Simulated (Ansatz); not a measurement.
# HfN: rattled cells

This session takes HfN and sets out to see what random moves of the atoms cost.

Computed with Ansatz 0.2.0 (DFT PBEsol, scalar-relativistic, plane waves, PAW, unless a step's input says otherwise).

## (1) The starting structure

The structure is cubic, space group Fm-3m (No. 225). The conventional cell has a = 4.518 Å, b = 4.518 Å, c = 4.518 Å, α = 90.00°, β = 90.00°, γ = 90.00°. Hf (site symmetry m-3m) is surrounded by 6 N at 2.26 Å. N (site symmetry m-3m) has 6 Hf at 2.26 Å as nearest neighbours.

Coordinates:

```
Hf N
1.0
     4.51800    0.00000    0.00000
     0.00000   -4.51800    0.00000
     0.00000    0.00000   -4.51800
Hf N
4 4
Direct
  0.00000 0.50000 0.50000
  0.50000 0.00000 0.50000
  0.50000 0.50000 0.00000
  0.00000 0.00000 0.00000
  0.50000 0.00000 0.00000
  0.00000 0.50000 0.00000
  0.00000 0.00000 0.50000
  0.50000 0.50000 0.50000
```

The cell is taken as given, not relaxed at this level.

## (2) Zero of the scan

File input.yaml:

```yaml
crystal:
  lattice:
    - [4.518, 0.0, 0.0]
    - [0.0, -4.518, 0.0]
    - [0.0, 0.0, -4.518]
  atoms:
    - { symbol: Hf, position: [0.0, 0.5, 0.5] }
    - { symbol: Hf, position: [0.5, 0.0, 0.5] }
    - { symbol: Hf, position: [0.5, 0.5, 0.0] }
    - { symbol: Hf, position: [0.0, 0.0, 0.0] }
    - { symbol: "N", position: [0.5, 0.0, 0.0] }
    - { symbol: "N", position: [0.0, 0.5, 0.0] }
    - { symbol: "N", position: [0.0, 0.0, 0.5] }
    - { symbol: "N", position: [0.5, 0.5, 0.5] }
basis:
  ecutwfc: 420
kpoints:
  mp_grid: { grid: [10, 10, 10] }
hamiltonian:
  xc: pbesol
scf:
  occupations: { method: gaussian, width: 0.15 }
output:
  forces: true
  stress: true
  eigenvalues: true
  write_density: true
  write_potential: true
  elf: true
  volumetric_format: npy
```

Launch:

```console
$ ansatz run input.yaml --threads 1 --pin off --max-ram 2560MiB --backend cpu --events-out ev --progress --plain --runs-dir out
```

## (3) The scan: rattled cells

All atoms are moved at random with no net shift, in some cells together with a random strain.

## (4) Point rms move = 0.628 Å

File input.yaml:

```yaml
crystal:
  lattice:
    - [4.6018729949, 0.0398032907, 0.1645795414]
    - [-0.0398032907, -4.6427610148, -0.0040896418]
    - [-0.1645795414, -0.0040896418, -4.9178269327]
  atoms:
    - { symbol: Hf, position: [-0.0941048949, 0.4993416641, 0.6451037196] }
    - { symbol: Hf, position: [0.4342481185, 0.0550616131, 0.5844985162] }
    - { symbol: Hf, position: [0.3852492682, 0.4671370134, 0.0385794525] }
    - { symbol: Hf, position: [0.1725098778, -0.0991879877, -0.0634319478] }
    - { symbol: "N", position: [0.4877138874, -0.0360301671, -0.0124569591] }
    - { symbol: "N", position: [0.0147774614, 0.5566743315, -0.0119441573] }
    - { symbol: "N", position: [0.0834999195, -0.0591260468, 0.4596178814] }
    - { symbol: "N", position: [0.5161063621, 0.6161295795, 0.3600334944] }
basis:
  ecutwfc: 420
kpoints:
  mp_grid: { grid: [10, 10, 10] }
hamiltonian:
  xc: pbesol
scf:
  occupations: { method: gaussian, width: 0.15 }
output:
  forces: true
  stress: true
  eigenvalues: true
```

## (5) Point rms move = 0.094 Å

File input.yaml:

```yaml
crystal:
  lattice:
    - [4.5732132017, 0.0113907162, -0.00528873]
    - [-0.0113907162, -4.4586618361, -0.01820291]
    - [0.00528873, -0.01820291, -4.4681138374]
  atoms:
    - { symbol: Hf, position: [-0.0053172778, 0.5013511766, 0.4877027327] }
    - { symbol: Hf, position: [0.4756624174, -0.0130262712, 0.5015312119] }
    - { symbol: Hf, position: [0.4978749791, 0.5042346012, 0.0128611762] }
    - { symbol: Hf, position: [-0.0038770246, 0.0232001527, 0.004588912] }
    - { symbol: "N", position: [0.5111008803, -0.0187425593, -0.0043170428] }
    - { symbol: "N", position: [0.0152618918, 0.5011908465, 0.0083560568] }
    - { symbol: "N", position: [-0.0047047517, 0.0166795585, 0.5041831396] }
    - { symbol: "N", position: [0.5139988854, 0.485112495, 0.4850938135] }
basis:
  ecutwfc: 420
kpoints:
  mp_grid: { grid: [10, 10, 10] }
hamiltonian:
  xc: pbesol
scf:
  occupations: { method: gaussian, width: 0.15 }
output:
  forces: true
  stress: true
  eigenvalues: true
```

## (6) rms move = 0.117 Å

File input.yaml:

```yaml
crystal:
  lattice:
    - [4.5232851339, -0.0411638105, -0.0323613317]
    - [0.0411638105, -4.5097881838, -0.0714397631]
    - [0.0323613317, -0.0714397631, -4.6206734365]
  atoms:
    - { symbol: Hf, position: [-0.0066697783, 0.5206744038, 0.4915524585] }
    - { symbol: Hf, position: [0.4768982398, -0.004140429, 0.5006579182] }
    - { symbol: Hf, position: [0.5205689808, 0.5138435567, -0.0034235523] }
    - { symbol: Hf, position: [-0.0149659947, -0.0149439342, -0.007266979] }
    - { symbol: "N", position: [0.5030153987, -0.0247285805, 0.0192484528] }
    - { symbol: "N", position: [0.0332333419, 0.5071444147, -0.0145133227] }
    - { symbol: "N", position: [-0.01932563, -0.0034651308, 0.4951910928] }
    - { symbol: "N", position: [0.5072454418, 0.5056156994, 0.5185539318] }
basis:
  ecutwfc: 420
kpoints:
  mp_grid: { grid: [10, 10, 10] }
hamiltonian:
  xc: pbesol
scf:
  occupations: { method: gaussian, width: 0.15 }
output:
  forces: true
  stress: true
  eigenvalues: true
  write_density: true
  write_potential: true
  elf: true
  volumetric_format: npy
```

(Steps that only read results are left out.)

Q: Predict the outcome of this session.

**Answer**, as computed:

| quantity | value |
| --- | --- |
| costliest cell | 3446.9 meV/atom at an rms move of 0.628 Å |

The cost runs from 77.8 to 3446.9 meV/atom. Energy over the square of the rms move lies between 7.9 and 8.8 eV/Å² per atom; a harmonic solid under isotropic random moves would keep it roughly constant, while strain and close contacts change it. Spin-orbit coupling is left out for Hf. Where forces pass 15 eV/Å atoms stand far too close, the PAW spheres overlap strongly and those numbers are rough.
